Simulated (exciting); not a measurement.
Ag: single point with PBE

Ag:

```
Ag
1.0
     0.00000    2.04275    2.04275
     2.04275    0.00000    2.04275
     2.04275    2.04275    0.00000
Ag
1
Direct
  0.00000 0.00000 0.00000
```

```
Program                                  : exciting (release sodium)
Task                                     : single point
Functional                               : PBE
Potentials or basis                      : all-electron LAPW+lo, shipped species files, valence relativity iora*
rgkmax                                   : 9
k mesh                                   : 11 × 11 × 11
Occupations                              : gaussian, width 0.025 eV
Spin                                     : no spin polarisation
outputlevel                              : normal
gmaxvr (cutoff of density and potential) : 14 1/bohr
lmaxapw (and lmaxmat)                    : 10
lmaxvr                                   : 8
nempty                                   : 12
Valence relativity                       : iora*
epsengy                                  : 1e-05 Ha
epspot                                   : 1e-05 Ha
maxscl                                   : 60
Muffin-tin radii                         : Ag 2.3 bohr
```

```json
{
  "Band gap on the k mesh": "none (metal or under the smearing width)",
  "All electrons inside the program's atomic spheres": "Ag 45.25 (radii Ag 2.3 bohr)"
}
```

Levels at points of the mesh, in eV from the Fermi level:
| k point | band 7 | band 8 | band 9 | band 10 | band 11 | band 12 | band 13 | band 14 |
| --- | --- | --- | --- | --- | --- | --- | --- | --- |
| (0.00, 0.00, 0.00) | -5.06 | -5.06 | -4.02 | -4.02 | 15.65 | 19.23 | 19.23 | 19.23 |

It took 21 s on 1 thread of Arm Neoverse V1, on a shared host, peak memory 0.1 GiB.
